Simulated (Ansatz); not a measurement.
# InSb: the cost of one run

Program: Ansatz 0.2.0. Level of theory: DFT LDA, scalar-relativistic, plane waves, PAW. These are calculated values, not measurements.

1 further run of the same task is left out (it didn't finish).

**1. Starting point**

It takes space group Pm-3m (No. 221, cubic). Conventional cell: a = 3.808 Å, b = 3.808 Å, c = 3.808 Å, α = 90.00°, β = 90.00°, γ = 90.00°. In (site symmetry m-3m) has 8 Sb at 3.30 Å as nearest neighbours. Sb (site symmetry m-3m) is surrounded by 8 In at 3.30 Å.

As a file:

```xyz
2
Lattice="3.8077 0.0000 0.0000 0.0000 3.8077 0.0000 0.0000 0.0000 3.8077" Properties=species:S:1:pos:R:3 pbc="T T T"
In    0.0000    0.0000    0.0000
Sb    1.9038    1.9038    1.9038
```

Source of the structure: the Materials Project (structure only).

(A quick probe on a coarse mesh, which set the mesh and smearing, is not shown.)

**3. The relaxation**

Contents of input.yaml:

```yaml
crystal:
  lattice:
    - [3.807652, 0.0, 0.0]
    - [0.0, 3.807652, 0.0]
    - [0.0, 0.0, 3.807652]
  atoms:
    - { symbol: In, position: [0.0, 0.0, 0.0] }
    - { symbol: Sb, position: [0.5, 0.5, 0.5] }
basis:
  ecutwfc: 420
kpoints:
  mp_grid: { grid: [12, 12, 12] }
hamiltonian:
  xc: lda
scf:
  occupations: { method: gaussian, width: 0.1 }
output:
  forces: true
  stress: true
  eigenvalues: true
  write_density: true
  write_potential: true
  elf: true
  volumetric_format: npy
relax:
  adjacent_minimum: "off"
  f_tol: 0.005
  max_steps: 80
  cell: { stress_tol: 0.05 }
```

Command:

```console
$ ansatz run input.yaml --threads 1 --pin off --max-ram 2560MiB --backend cpu --events-out ev --progress --plain --runs-dir out
```

What time and memory should one allow on 1 thread of Intel Xeon Platinum 8259CL at 2.50GHz (Skylake/Cascade Lake), shared host?

About 29 s, with a peak of 0.43 GiB.
